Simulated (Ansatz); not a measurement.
# diamond against fcc along the 3d metals

Theory: Ansatz, DFT, revPBE, plane waves (420 eV) with PAW, scalar-relativistic. The PAW files were generated under PBE, with cores re-solved for the functional.

Each structure is relaxed within its symmetry, in the lowest magnetic state of the tried starts. Differences under about 8 meV lie within the error of the k-point mesh.

| element | E(diamond) − E(fcc) (meV/atom) | V(diamond) (Å³/atom) | V(fcc) (Å³/atom) | state of diamond | state of fcc |
| --- | --- | --- | --- | --- | --- |
| Sc | 1939 | 39.05 | 25.53 | spin not included | spin not included |
| Ti | 2299 | 24.26 | 17.81 | spin not included | spin not included |
| V | 2152 | 19.35 | 14.16 | spin not included | spin not included |
| Mn | 1221 | 18.14 | 11.85 | antiferromagnetic | antiferromagnetic |
| Ni | 1158 | 17.03 | 11.12 | ferromagnetic | ferromagnetic |
| Cu | 986 | 19.88 | 12.26 | spin not included | spin not included |
| Zn | 403 | 26.08 | 15.69 | spin not included | spin not included |
